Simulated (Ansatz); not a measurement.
The parent structure is NaF in the rock salt structure (space group Fm-3m, No. 225).

```yaml
crystal:
  lattice:
    - [0.00000, 2.31454, 2.31454]
    - [2.31454, 0.00000, 2.31454]
    - [2.31454, 2.31454, 0.00000]
  atoms:
    - { symbol: Na, position: [0.00000, 0.00000, 0.00000] }
    - { symbol: F, position: [0.50000, 0.50000, 0.50000] }
```

Cartesian axes are those of the cell as printed.

Level of theory: Ansatz (a first-principles code), PBEsol, PAW, cutoff 420 eV, no SOC.

It is then changed as follows: an isotropic linear strain of −2.50 %; the atoms relax in the strained cell.

Task: Predict the stress tensor and what it implies for the stiffness.

Result: Stress of the strained cell less that of the base (GPa, compression positive):
```
   4.39    0.00    0.00
   0.00    4.39    0.00
   0.00    0.00    4.39
```

Then B = −ΔP/(ΔV/V₀) with ΔV/V₀ = -0.0731 gives secant stiffness values (nonlinear terms included at this strain): B ≈ 60 GPa.

As a check, the harmonic strain energy −½ V₀ Δσ:ε is 13 meV/atom; the computed energy rise is 12 meV/atom.

Stability against distortions was not tested.
